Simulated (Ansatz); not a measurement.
Co (sc type), DFT, PBE, PAW with Ansatz's default frozen-core files, scalar-relativistic (Ansatz 0.2.0), on 1 thread of Arm Neoverse V1 (shared host).

Command: `ansatz run input.yaml --threads 1 --pin off --max-ram 3072MiB --backend cpu --events-out ev --progress --plain --runs-dir out`

```yaml
crystal:
  lattice:
    - [2.3401639241, 0.0, 0.0]
    - [0.0, 2.3401639241, 0.0]
    - [0.0, 0.0, 2.3401639241]
  atoms:
    - { symbol: Co, position: [0.0, 0.0, 0.0], spin: 1.7 }
magnetization:
  spin_polarized: true
kpoints:
  mp_grid: { grid: [17, 17, 17] }
  band_path:
    path:
      - [0.0, 0.0, 0.0]
      - [0.0, 0.5, 0.0]
      - [0.5, 0.5, 0.0]
      - [0.0, 0.0, 0.0]
      - [0.5, 0.5, 0.5]
      - [0.0, 0.5, 0.0]
      - [0.5, 0.5, 0.5]
      - [0.5, 0.5, 0.0]
    npoints: 8
scf:
  occupations: { method: fermi_dirac, width: 0.05 }
hamiltonian:
  xc: pbe
  pseudopotentials: { kind: paw }
output:
  forces: true
  stress: true
  eigenvalues: true
  populations: true
  dos: { projected: true, de: 0.2, e_range: [-14, 8] }
  write_density: true
  write_potential: true
  elf: true
  volumetric_format: npy
```

(1) How large is the problem that the program sets up?

(2) About how long does it take?

Results:

(1) 165 irreducible k-points, 251 plane waves at Γ, 14 bands.

(2) 8.2 s of wall time for 10 SCF iterations. Times on shared machines scatter by tens of per cent.
